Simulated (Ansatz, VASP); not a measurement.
## GaAs in two plane-wave programs

Aim: how closely do two programs agree when they are given the same cell, functional and k mesh?

Method: plane waves, with VASP 6.6.1 beside it; single point at HSE06, in Ansatz 0.2.0.

## Step 1: The structure

The structure is cubic, space group F-43m (No. 216). The conventional cell has a = 5.654 Å, b = 5.654 Å, c = 5.654 Å, α = 90.00°, β = 90.00°, γ = 90.00°. Nearest to Ga lie 4 As at 2.45 Å. As has 4 Ga at 2.45 Å nearest. Farther neighbours are not listed.

As a file:

```cif
data_structure
_symmetry_space_group_name_H-M 'P 1'
_symmetry_Int_Tables_number 1
_cell_length_a 3.9978
_cell_length_b 3.9978
_cell_length_c 3.9978
_cell_angle_alpha 60.000
_cell_angle_beta 60.000
_cell_angle_gamma 60.000
_cell_volume 45.18
loop_
_atom_site_label
_atom_site_type_symbol
_atom_site_fract_x
_atom_site_fract_y
_atom_site_fract_z
_atom_site_occupancy
Ga1 Ga 0.00000 0.00000 0.00000 1
As2 As 0.25000 0.25000 0.25000 1
```

## Step 2: Ansatz: single point, HSE06

Ansatz runs on its default PAW (the set named soft_2) files.

A single point gives forces, pressure and levels at one fixed geometry, so differences don't come from the geometry; what else differs is listed under the comparison.

input.yaml

```yaml
crystal:
  lattice:
    - [0.0, 2.82685, 2.82685]
    - [2.82685, 0.0, 2.82685]
    - [2.82685, 2.82685, 0.0]
  atoms:
    - { symbol: Ga, position: [0.0, 0.0, 0.0] }
    - { symbol: As, position: [0.25, 0.25, 0.25] }
hamiltonian:
  xc: { exchange: pbe, correlation: pbe, exx: { coeff: 0.25, omega: 0.2 } }
  pseudopotentials: { kind: paw }
kpoints:
  mp_grid: { grid: [6, 6, 6] }
scf:
  occupations: { method: gaussian, width: 0.01 }
  n_extra_bands: 4
output:
  forces: true
  stress: true
  eigenvalues: true
```

Launch:

```console
ansatz run input.yaml --threads 4 --pin off --max-ram 9216MiB --backend cpu --events-out ev --progress --plain --runs-dir out
```

Numbers of over 12 decimals in the logs are rounded to 6 here.

Log:

```text
Warning: output.stress: scf.convergence.dr2_threshold = 1e-7 eV (the SCF's general default) is looser than the 2e-10 eV advised for a printed stress (1e-10 eV for each atom of the cell: 2). What an SCF threshold leaves in a stress goes as its square root, and in the free energy as the threshold itself, and one threshold admits the most on a small cell: [figures from the program's tests cut] Set scf.convergence.dr2_threshold to 2e-10 eV or tighter. The threshold is an SCF's pass mark: one that does not reach it within its budget of iterations ends unconverged, or closes short of it on a stop that the run arms, and scf.convergence.dr2_threshold's page says what that costs each kind of run
Warning: output.stress: scf.exx.energy_threshold = 1e-6 eV is looser than the 2e-8 eV advised for a stress under a hybrid functional (1e-8 eV for each atom of the cell: 2). Every SCF of the exchange loop can meet its threshold on dr2 while the loop round them stops early: no threshold on dr2 bounds what that leaves in the stress. Set scf.exx.energy_threshold to 2e-8 eV or tighter. The threshold is the loop's pass mark: a loop that does not reach it within its budget of cycles ends unconverged, and scf.exx.energy_threshold's page has the law
scf.n_extra_bands = 4 over 14 filled bands (N_el = 28.0): the run solves 18 bands
Engine: ansatz 0.2.0, x86_64-unknown-linux-gnu
Pseudopotentials: kind: paw
Pseudopotential: Ga, paw, valence charge 13, recommended cutoff 420 eV (normal), Ga.paw.azcp
Pseudopotential: As, paw, valence charge 15, recommended cutoff 420 eV (normal), As.paw.azcp
Functional definition: unnamed
  parameter a_1 = 0.25
  parameter omega_1 = 0.2/angstrom
  exchange = pbe_x + (-a_1)*pbe_x_sr(omega_1) + a_1*exact_x_sr(omega_1)
  correlation = pbe_c
Crystal: 2 atoms, lattice volume = 45.179 Å³
Basis set: ecut = 420 eV, 893 PW (Γ), exchange–correlation on 54×54×54 points (8 copies of the dense FFT grid, shifted against one another)
Bands: 18, of which v1, the nominal top of the filled ones, is band 14 counted from 1 (13 counted from 0)
Symmetry: 24 space group operations
Space group: F-43m (ITA 216), of the structure as read, at distance tolerance 3.6e-5 Å
k-points: 16 of 216 (time reversal used)
Non-local potential: Ga, projectors of the file, l = 0: 2, l = 1: 2, l = 2: 3, l = 3: 1
Non-local potential: As, projectors of the file, l = 0: 2, l = 1: 2, l = 2: 3, l = 3: 1
PAW form: soft (Blöchl's): semilocal exchange-correlation on the pseudo side does not see the compensation charge
PAW frozen core: Ga, regenerated for the run's functional, and the local potential with it (the file was generated under x = pbe(κ = 0.804, μ = 0.219515), c = pbe(β = 0.066725))
PAW frozen core: As, regenerated for the run's functional, and the local potential with it (the file was generated under x = pbe(κ = 0.804, μ = 0.219515), c = pbe(β = 0.066725))
PAW one-centre angular grid: Ga, 590 points (default); XC on 64 Gauss nodes
PAW one-centre angular grid: As, 590 points (default); XC on 64 Gauss nodes
Initial density: superposition of atomic densities (neutral atoms: chi_scale 0, normalization atom), corrected by the library's trained network
Initial wavefunctions: pseudopotential atomic-orbital guess
Functional: x = pbe(κ = 0.804, μ = 0.219515), c = pbe(β = 0.066725), warm-up for x = pbe(κ = 0.804, μ = 0.219515) + 0.25 (exact − pbe) at short range (hse, ω = 0.2 Å⁻¹), c = pbe(β = 0.066725)
SCF iter   1: F=—  HF=-8639.815267 eV  |F-HF|=—  |Δ(HF+E_count)|=         —  Δρ=1.44e-3  dr2=1.76e-3  ethr=1.77e-3  ⟨swp⟩=5.9  Hψ=1108  notcnv=0
preconditioner: auto → none  [insulator: Δε(μ)=0.511 eV  Ē_g=15.495 eV  σ=0.010 eV  W_gap=1.00  n_scr=14 (ndim 8)  ℏωp=23.4 eV  f_vac=0.086  D(μ)=0.00/eV (n_scr^D=0)]
iter 2 solved again at ethr=5.04e-7 eV; its pass at ethr=6.28e-6 eV (dr2=1.41e-4 eV) is discarded
SCF iter   2: F=—  HF=-8639.815051 eV  |F-HF|=—  |Δ(HF+E_count)|=   2.15e-4  Δρ=4.39e-4  dr2=1.43e-4  ethr=5.04e-7  ⟨swp⟩=2.7  Hψ=1459  notcnv=0
SCF iter   3: F=-8639.815060 eV  HF=-8639.815044 eV  |F-HF|=1.60e-5  |Δ(HF+E_count)|=   7.30e-6  Δρ=2.23e-4  dr2=2.65e-5  ethr=5.04e-7  ⟨swp⟩=3.4  Hψ=804  notcnv=0
SCF 1 stopped early in 3 iterations: F = -8639.815060 eV  dr2 = 2.65e-5
  greatest PAW one-centre occupation: 0.999 electrons in one spin orbital (limit 2), on the As atom at site 1 (counted from 0), in its partial waves of l = 2
Initial density: handed on by an earlier stage of this run
Initial wavefunctions: those handed on with the density
Functional: x = pbe(κ = 0.804, μ = 0.219515) + 0.25 (exact − pbe) at short range (hse, ω = 0.2 Å⁻¹), c = pbe(β = 0.066725)
Exchange kernel: α = 0.2500, screened, ω = 0.2000 Å⁻¹, Wigner–Seitz truncation, v(0) = 1130.3854 eV·Å³, q-mesh 6×6×6, nearest image of the exchange supercell L = 23.99 Å, pair-density grid 15×15×15, without the augmentation charges, whose exchange is taken in its separable form by FFT convolution over the k-point mesh (sized by the pseudopotential files, 24×24×24 at the most), smooth part of the exact exchange by density-matrix convolution
Frozen-core exchange: fock
SCF iter   1: F=—  HF=-8641.598101 eV  |F-HF|=—  |Δ(HF+E_count)|=         —  Δρ=1.30e-2  dr2=2.95e-2  ethr=9.46e-7  ⟨swp⟩=6.1  Hψ=1434  notcnv=0
preconditioner: auto → none  [insulator: Δε(μ)=1.328 eV  Ē_g=18.230 eV  σ=0.010 eV  W_gap=1.00  n_scr=14 (ndim 8)  ℏωp=23.4 eV  f_vac=0.080  D(μ)=0.00/eV (n_scr^D=0)]
SCF iter   2: F=—  HF=-8641.577853 eV  |F-HF|=—  |Δ(HF+E_count)|=   2.02e-2  Δρ=2.85e-3  dr2=2.41e-3  ethr=9.46e-7  ⟨swp⟩=4.1  Hψ=1100  notcnv=0
SCF iter   3: F=—  HF=-8641.586917 eV  |F-HF|=—  |Δ(HF+E_count)|=   9.06e-3  Δρ=3.18e-3  dr2=1.52e-3  ethr=9.46e-7  ⟨swp⟩=4.1  Hψ=1094  notcnv=0
SCF iter   4: F=—  HF=-8641.586758 eV  |F-HF|=—  |Δ(HF+E_count)|=   1.59e-4  Δρ=1.14e-3  dr2=2.54e-4  ethr=9.46e-7  ⟨swp⟩=3.0  Hψ=747  notcnv=0
SCF iter   5: F=—  HF=-8641.586769 eV  |F-HF|=—  |Δ(HF+E_count)|=   1.13e-5  Δρ=3.88e-5  dr2=1.66e-5  ethr=6.46e-7  ⟨swp⟩=2.1  Hψ=516  notcnv=0
SCF iter   6: F=—  HF=-8641.586973 eV  |F-HF|=—  |Δ(HF+E_count)|=   2.04e-4  Δρ=2.19e-4  dr2=9.07e-6  ethr=4.15e-9  ⟨swp⟩=4.9  Hψ=1022  notcnv=0
SCF iter   7: F=-8641.586966 eV  HF=-8641.586966 eV  |F-HF|=2.83e-7  |Δ(HF+E_count)|=   7.24e-6  Δρ=2.02e-5  dr2=2.70e-7  ethr=4.15e-9  ⟨swp⟩=4.0  Hψ=752  notcnv=0
SCF 2 stopped early in 7 iterations: F = -8641.586966 eV  dr2 = 2.70e-7
hybrid outer 1: dexx = +1.065e-2 eV, tail = 6.72e-5 eV
Exchange kernel: α = 0.2500, screened, ω = 0.2000 Å⁻¹, Wigner–Seitz truncation, v(0) = 1130.3854 eV·Å³, q-mesh 6×6×6, nearest image of the exchange supercell L = 23.99 Å, pair-density grid 15×15×15, without the augmentation charges, whose exchange is taken in its separable form by FFT convolution over the k-point mesh (sized by the pseudopotential files, 24×24×24 at the most), smooth part of the exact exchange by density-matrix convolution
Frozen-core exchange: fock
SCF iter   1: F=—  HF=-8641.587086 eV  |F-HF|=—  |Δ(HF+E_count)|=         —  Δρ=7.00e-5  dr2=2.06e-6  ethr=1.20e-6  ⟨swp⟩=3.6  Hψ=627  notcnv=0
preconditioner: auto → none  [insulator: Δε(μ)=1.435 eV  Ē_g=18.055 eV  σ=0.010 eV  W_gap=1.00  n_scr=14 (ndim 8)  ℏωp=23.4 eV  f_vac=0.079  D(μ)=0.00/eV (n_scr^D=0)]
SCF iter   2: F=—  HF=-8641.587087 eV  |F-HF|=—  |Δ(HF+E_count)|=   8.75e-7  Δρ=2.95e-5  dr2=3.32e-7  ethr=5.53e-9  ⟨swp⟩=4.0  Hψ=942  notcnv=0
SCF iter   3: F=—  HF=-8641.587088 eV  |F-HF|=—  |Δ(HF+E_count)|=   8.09e-7  Δρ=1.46e-5  dr2=1.09e-7  ethr=6.90e-10  ⟨swp⟩=3.4  Hψ=760  notcnv=0  defer=1
SCF iter   4: F=—  HF=-8641.587088 eV  |F-HF|=—  |Δ(HF+E_count)|=   2.38e-8  Δρ=1.23e-6  dr2=1.98e-9  ethr=3.32e-10  ⟨swp⟩=3.1  Hψ=593  notcnv=0
SCF iter   5: F=-8641.587088 eV  HF=-8641.587088 eV  |F-HF|=8.55e-10  |Δ(HF+E_count)|=   1.03e-8  Δρ=4.99e-7  dr2=1.82e-9  ethr=1.23e-12  ⟨swp⟩=4.0  Hψ=987  notcnv=0
SCF 3 converged in 5 iterations: F = -8641.587088 eV  dr2 = 1.82e-9
  Residual-converged pass: ⟨swp⟩=1.1  Hψ=289  notcnv=0  max |occ|·‖R‖ = 2.1e-6 eV (tolerance 2.4e-6 eV)  dr2=1.82e-9  dr2_onsite=1.10e-9  max |Δocc| = 0.0e0
hybrid outer 2: dexx = +1.048e-6 eV, tail = 3.69e-8 eV, Δε = 2.92e-3 eV (about 1.07e-4 eV left of the loop's levels)
hybrid SCF converged: 2 outer / 12 inner (+3 warm-up), last move |dexx| = 1.05e-6 eV, tail = 3.69e-8 eV
Stability not checked: this state was not tested for a lower state beside it, because the functional holds exact exchange (a hybrid, or Hartree-Fock), whose exchange loop this test does not read (fock_operator; see scf.lower_state_search)
Free energy (F): -8641.587088 eV
Frozen-core exchange: fock
Harris-Foulkes:  -8641.587088 eV  (|F-HF|=8.55e-10)
Internal energy: -8641.587088 eV  (E = F + TS)
E sigma→0 (E₀):  -8641.587088 eV
Fermi energy:    8.489025 eV
--- Per-component energies (eV) ---
  E_band       = -387.930056
  E_kinetic    = 217.730539
  E_local      = -3919.848227  (includes V_loc(G=0)·N_el)
  E_nonlocal   = -244.710580
  E_hartree    = 1979.592577
  E_xc         = -119.174936
  E_vxc        = -109.837706  (∫ρ·V_xc dr)
  E_exx        = -109.797234  (= α·E_x^exact, valence–valence)
  E_paw        = -3746.004438  (= ΣΔE_a)
  E_vpaw       = -70.855141  (= ΣTr[D̂ρ^β])
  E_aug_tail   = -0.000141  (compensation charges beyond the density's cutoff)
  E_ewald      = -2698.727786
  E_core_change = -0.646862  (= ΣΔE_core)
  E_smearing   = -0.000000  (= −TS)
  E_closure    = -0.000000  (closes the sum)
  Σ components = -8641.587088   (vs F -8641.587088, Δ=-1.82e-12)
--- Forces (eV/Å), atoms counted from 1 ---
  atom   1  Ga     0.00000000    -0.00000000     0.00000000
  atom   2  As    -0.00000000    -0.00000000     0.00000000
  max |Σ_I F_I| component: 1.99e-16 eV/Å
--- Stress (GPa, compression-positive) ---
        1.110890      -0.000000      -0.000000
       -0.000000       1.110890       0.000000
       -0.000000       0.000000       1.110890
  P = ⅓ Tr σ = 1.1109 GPa (11.109 kbar)
--- Band table (eV; the first three rows and the last of 16) ---
  k-point 0: bands = [... 10 lower, -6.1936, 7.7712, 7.7712, 7.7712, 9.2068, 12.3232, 12.3232, 12.3232]
  k-point 1: bands = [... 10 lower, -5.8491, 4.9788, 7.3684, 7.3684, 10.2437, 12.9078, 12.9078, 13.3338]
  k-point 2: bands = [... 10 lower, -4.9477, 1.9672, 6.7735, 6.7735, 9.7821, 13.3305, 13.3305, 16.0610]
  k-point 15: bands = [... 10 lower, -3.3982, 0.5358, 4.1346, 4.3125, 11.7657, 12.0568, 15.9395, 16.2363]
```

Run time: 20 s. Hardware: 4 threads of Intel Xeon Platinum 8259CL at 2.50GHz (Skylake/Cascade Lake), shared host; peak memory 1.5 GiB; 63 s of CPU time.

The column dr2 measures how far the density is from self-consistency, as an energy; F and HF (Harris–Foulkes) agree once it is small.

The run ends at a pressure of 1.11 GPa.

(Continued in part 2 of 2.)

[Lines on the potential files, build, host, timing and source positions are cut from VASP's logs without a mark.]

[Logs are printed without paths, hosts, clocks, repeated set-up lines and the standing remarks that a program may print on its own settings, such as how far it seeks lower states.]

[Hosts, paths, dates, database ids (printed as entryN), source tags and the programs' standing remarks are cut or masked in the printed files.]
